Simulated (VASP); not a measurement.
# CdS (F-43m) in VASP: further runs, part 2 of 2

VASP 6.6.1. Earlier steps stand in the parts before.

## 3. Born charges and dielectric tensor, PBE

The input, INCAR:

```
SYSTEM = CdS
PREC = Accurate ; ENCUT = 520
EDIFF = 1E-8 ; ISMEAR = 0
SIGMA = 0.02 ; LREAL = .False.
LASPH = .True. ; NELM = 100
ALGO = Fast ; ISIF = 2
LWAVE = .False. ; LCHARG = .False.
GGA = PE ; LEPSILON = .True.
IBRION = 8 ; NSW = 1
```

The input, KPOINTS:

```
Automatic mesh
0
Gamma
  2 2 2
  0 0 0
```

The input, POSCAR:

```
CdS                                     
1.0
    0.0000000000      3.0247415678      3.0247415678
    3.0247415678     -0.0000000000      3.0247415678
    3.0247415678      3.0247415678     -0.0000000000
  Cd              S             
     1     1
Direct
     1.0000000000000000    1.0000000000000000    1.0000000000000000
     0.2500000000000000    0.2500000000000000    0.2500000000000000
```

Potentials or basis: VASP PAW PBE potentials, release 64 (Cd, S).

On the command line:

```
$ cat potpaw_PBE.64/Cd/POTCAR potpaw_PBE.64/S/POTCAR > POTCAR
$ mpirun -np 1 vasp_std > vasp.out
```

OUTCAR:

```text
SYSTEM = CdS
   PREC = Accurate
   ENCUT = 520
   EDIFF = 1E-8
   ISMEAR = 0
   LREAL = .False.
   LASPH = .True.
   NELM = 100
   ISIF = 2
   GGA = PE
   LEPSILON = .True.
   IBRION = 8
   NSW = 1

 ion  position               nearest neighbor table
   1  0.000  0.000  0.000-   2 2.62   2 2.62   2 2.62   2 2.62
   2  0.250  0.250  0.250-   1 2.62   1 2.62   1 2.62   1 2.62

  LATTYP: Found a face centered cubic cell.
 ALAT       =     6.0494831356

  Lattice vectors:

 A1 = (   0.0000000000,   3.0247415678,   3.0247415678)
 A2 = (   3.0247415678,   0.0000000000,   3.0247415678)
 A3 = (   3.0247415678,   3.0247415678,   0.0000000000)

Analysis of symmetry for initial positions (statically):
=====================================================================
 Subroutine PRICEL returns:
 Original cell was already a primitive cell.

 Routine SETGRP: Setting up the symmetry group for a
 face centered cubic supercell.

 Subroutine GETGRP returns: Found 24 space group operations
 (whereof 24 operations were pure point group operations)
 out of a pool of 48 trial point group operations.

The static configuration has the point symmetry T_d .

Analysis of symmetry for dynamics (positions and initial velocities):
=====================================================================
 Subroutine PRICEL returns:
 Original cell was already a primitive cell.

 Routine SETGRP: Setting up the symmetry group for a
 face centered cubic supercell.
[... 286 lines left out ...]

 PIEZOELECTRIC TENSOR (including local field effects)  for field in x, y, z        (C/m^2)
          XX          YY          ZZ          XY          YZ          ZX
  --------------------------------------------------------------------------------
  x    -0.00000     0.00000     0.00000    -0.00000    -4.10214     0.00000
  y     0.00000    -0.00000    -0.00000     0.00000     0.00000    -4.10214
  z     0.00000     0.00000     0.00000    -4.10214     0.00000     0.00000

 BORN EFFECTIVE CHARGES (including local field effects) (in |e|, cummulative output)
 ---------------------------------------------------------------------------------
 ion    1
    1     8.65540     0.00000     0.00000
    2     0.00000     8.65540     0.00000
    3     0.00000     0.00000     8.65540
 ion    2
    1    -8.65540     0.00000     0.00000
    2    -0.00000    -8.65540    -0.00000
    3    -0.00000     0.00000    -8.65540

 INTERNAL STRAIN TENSOR FOR ION    2 for displacements in x,y,z  (eV/Angst):
          X           Y           Z          XY          YZ          ZX
  --------------------------------------------------------------------------------
  x     0.00000     0.00000     0.00000     0.00000    -2.49202     0.00000
  y     0.00000     0.00000     0.00000     0.00000     0.00000    -2.49202
  z     0.00000     0.00000     0.00000    -2.49202     0.00000     0.00000

 SECOND DERIVATIVES (NOT SYMMETRIZED)
 ------------------------------------
               1X          1Y          1Z          2X          2Y          2Z
  1X    -3.412845    0.000000    0.000000    3.412845    0.000000    0.000000
  1Y     0.000000   -3.412845    0.000000    0.000000    3.412845    0.000000
  1Z     0.000000    0.000000   -3.412845    0.000000    0.000000    3.412845
  2X     3.447162    0.000000    0.000000   -3.447162    0.000000    0.000000
  2Y     0.000000    3.447162    0.000000    0.000000   -3.447162    0.000000
  2Z     0.000000    0.000000    3.447162    0.000000    0.000000   -3.447162

 Eigenvectors and eigenvalues of the dynamical matrix
 ----------------------------------------------------

   1 f  =    5.804633 THz    36.471582 2PiTHz  193.621700 cm-1    24.006020 meV
             X         Y         Z           dx          dy          dz
      0.000000  0.000000  0.000000     0.000233   -0.016792   -0.468981
      1.512371  1.512371  1.512371    -0.000438    0.031597    0.882483
[... 21 lines left out ...]
   6 f/i=    0.012033 THz     0.075605 2PiTHz    0.401377 cm-1     0.049764 meV
             X         Y         Z           dx          dy          dz
      0.000000  0.000000  0.000000     0.575723   -0.624409   -0.241727
      1.512371  1.512371  1.512371     0.305958   -0.331831   -0.128462

--------------------------------------------------------------------------------------------------------

 MACROSCOPIC STATIC DIELECTRIC TENSOR IONIC CONTRIBUTION
 ------------------------------------------------------
          71.407764    -0.000000     0.000000
          -0.000000    71.407764     0.000000
           0.000000     0.000000    71.407764
 ------------------------------------------------------

 ELASTIC MODULI CONTR FROM IONIC RELAXATION (kBar)
 Direction    XX          YY          ZZ          XY          YZ          ZX
 --------------------------------------------------------------------------------
 XX           0.0000      0.0000      0.0000      0.0000      0.0000      0.0000
 YY           0.0000      0.0000      0.0000      0.0000      0.0000      0.0000
 ZZ           0.0000      0.0000      0.0000      0.0000      0.0000      0.0000
 XY           0.0000      0.0000      0.0000    -52.3884     -0.0000     -0.0000
 YZ           0.0000      0.0000      0.0000     -0.0000    -52.3884      0.0000
 ZX           0.0000      0.0000      0.0000     -0.0000      0.0000    -52.3884
 --------------------------------------------------------------------------------

 PIEZOELECTRIC TENSOR IONIC CONTR  for field in x, y, z        (C/m^2)
          XX          YY          ZZ          XY          YZ          ZX
  --------------------------------------------------------------------------------
  x     0.00000     0.00000     0.00000     0.00000     1.81996    -0.00000
  y     0.00000     0.00000     0.00000     0.00000    -0.00000     1.81996
  z     0.00000     0.00000     0.00000     1.81996     0.00000     0.00000
```

OSZICAR:

```text
N       E                     dE             d eps       ncg     rms          rms(c)
DAV:   1     0.113418318969E+03    0.11342E+03   -0.89505E+03    78   0.125E+03
DAV:   2    -0.853777356696E+00   -0.11427E+03   -0.10895E+03    88   0.300E+02
DAV:   3    -0.608812698990E+01   -0.52343E+01   -0.52145E+01    98   0.654E+01
[... 12 lines left out ...]
RMM:   9    -0.110235631598E+00    0.43028E-06    0.11515E-08   203   0.449E-04    0.604E-05
RMM:  10    -0.110236291918E+00   -0.66032E-06   -0.48160E-08   202   0.119E-04    0.694E-05
RMM:  11    -0.110236211262E+00    0.80656E-07   -0.65961E-08   206   0.406E-05    0.537E-06
RMM:  12    -0.110236228705E+00   -0.17443E-07   -0.50684E-08   187   0.578E-06    0.577E-06
RMM:  13    -0.110236259490E+00   -0.30785E-07   -0.15439E-08   176   0.395E-06    0.333E-07
RMM:  14    -0.110236260645E+00   -0.11554E-08   -0.28994E-09    98   0.981E-07    0.237E-07
 Linear response finished
```

It took 74 s on 1 thread of AMD EPYC 7R13 (Zen 3), shared host; peak memory 0.17 GiB.

What came out:

| Item | Value |
| --- | --- |
| Band gap on the k mesh | 0.72 eV, direct |
| Electronic dielectric tensor (diagonal) | 135.68 |
| Born charges (mean of the diagonal) | Cd +8.66; S -8.66 e |
| Highest phonon frequency at Γ, LO-TO splitting left out | 194 cm⁻¹ |

Phonon frequencies in cm⁻¹ (negative: imaginary):
```csv
q point,frequencies
"(0.000, 0.000, 0.000)",0 0 0 194 194 194
```

Electronic dielectric tensor:
```
135.68   0.00   0.00
  0.00 135.68   0.00
  0.00   0.00 135.68
```

Born effective charge tensors (e):
atom 1, Cd
```
8.66 0.00 0.00
0.00 8.66 0.00
0.00 0.00 8.66
```
atom 2, S
```
-8.66  0.00  0.00
 0.00 -8.66  0.00
 0.00  0.00 -8.66
```

Caveat: the k mesh is coarse (spacing up to 0.90 Å⁻¹), so the values aren't converged.
